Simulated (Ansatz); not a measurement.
Input of an Ansatz 0.2.0 run:

File input.yaml:

```yaml
crystal:
  lattice:
    - [2.798781865, 0.0, 0.0]
    - [-1.3993909325, 2.4238161948, 0.0]
    - [0.0, 0.0, 4.618273]
  atoms:
    - { symbol: Ni, position: [0.0, 0.0, 0.5], spin: 1.0 }
    - { symbol: O, position: [0.3333333333, 0.6666666667, 0.293961] }
    - { symbol: O, position: [0.6666666667, 0.3333333333, 0.706039] }
hamiltonian:
  xc: r2scan
  pseudopotentials: { kind: nc, source: spms }
  hubbard:
    sites: [{ species: Ni, l: d, u_eff: 5.0 }]
    projectors: atomic
    double_counting: fll
magnetization:
  spin_polarized: true
kpoints:
  mp_grid: { grid: [11, 11, 6] }
scf:
  occupations: { method: tetrahedron }
output:
  forces: true
  stress: true
```

Potentials or basis: SPMS NC.

Run with:

```sh
$ ansatz run input.yaml --threads 2 --pin off --max-ram 5120MiB --backend cpu --events-out ev --progress --plain --runs-dir out
```

Predict the net moment.

0.00 μB per cell.

Predict the band gap on the k mesh.

1.46 eV, indirect (least direct gap 1.64 eV).

Forces in eV/Å, atoms in the order of the input:
```
Ni   0.000  0.000  0.000
O    0.000  0.000  0.325
O    0.000  0.000 -0.325
```

Caveat: the meta-GGA runs on potentials made for a GGA; the magnetic or orbital state may not be the lowest; odd divisions of the mesh miss points on the zone boundary, where band edges often lie, so the gap on the mesh can be too wide; the potentials were made for another functional, which shifts forces and pressure; with tetrahedron occupations forces and stress needn't match the slope of the energy; the starting moments weren't kept. The state reached can hang on the start; a lower one may exist.
